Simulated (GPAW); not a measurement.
Here is a GPAW 26.7.0 calculation.

run.py

```python
from ase.filters import FrechetCellFilter
from ase.io import read, write
from ase.optimize import BFGS
from ase.units import GPa
from gpaw import GPAW, PW, setup_paths

setup_paths.insert(0, '.')

atoms = read('BaTiO3.xyz')

calc = GPAW(mode=PW(800),
            xc='PBEsol',
            kpts={'size': (4, 4, 4), 'gamma': True},
            occupations={'name': 'fermi-dirac', 'width': 0.05},
            nbands=36,
            convergence={'density': 1e-05, 'forces': 0.0001},
            maxiter=150,
            txt='gpaw.txt')
atoms.calc = calc
opt = BFGS(FrechetCellFilter(atoms, scalar_pressure=30 * GPa), trajectory='relax.traj', logfile='-')
done = opt.run(fmax=0.02, steps=60)
calc.write('gs.gpw')
write('result.traj', atoms)
print('Converged:', done)
print('Cell:', atoms.cell.cellpar().round(4))
print('Volume:', round(atoms.get_volume(), 4))
print(atoms.get_scaled_positions().round(5))
```

BaTiO3.xyz

```xyz
5
Lattice="2.8273666084 1.6323808724 2.3183934932 -2.8273666084 1.6323808724 2.3183934932 0.0000000000 -3.2647617449 2.3183934932" Properties=species:S:1:pos:R:3 pbc="T T T"
Ba     0.0000000000      0.0000000000      0.0000000000
Ti     0.0000000000      0.0000000000      3.3697849424
O      1.3885197414     -0.8016622465      2.3988417474
O     -1.3885197414     -0.8016622465      2.3988417474
O      0.0000000000      1.6033244929      2.3988417474
```

Potentials or basis: PAW data sets generated in the run's folder for this functional, pw.

Run with:

```bash
$ gpaw-setup -f PBEsol Ba O Ti
$ OMP_NUM_THREADS=1 python run.py
```

(1) Predict the relaxed volume.

(2) Predict the space group after relaxing (to 0.05 Å).

(3) Estimate the relaxed cell.

(4) What does it give for the band gap on the k mesh?

## Answers

(1) 11.14 Å³/atom.

(2) Pm-3m (No. 221).

(3) a = 3.819 Å, b = 3.819 Å, c = 3.819 Å, α = 90.00°, β = 90.00°, γ = 90.00°.

(4) 1.93 eV, direct.

Caveat: the k mesh is coarse; later steps reuse the first step's grids; spin-orbit coupling is left out, which moves the levels of the heavy elements.
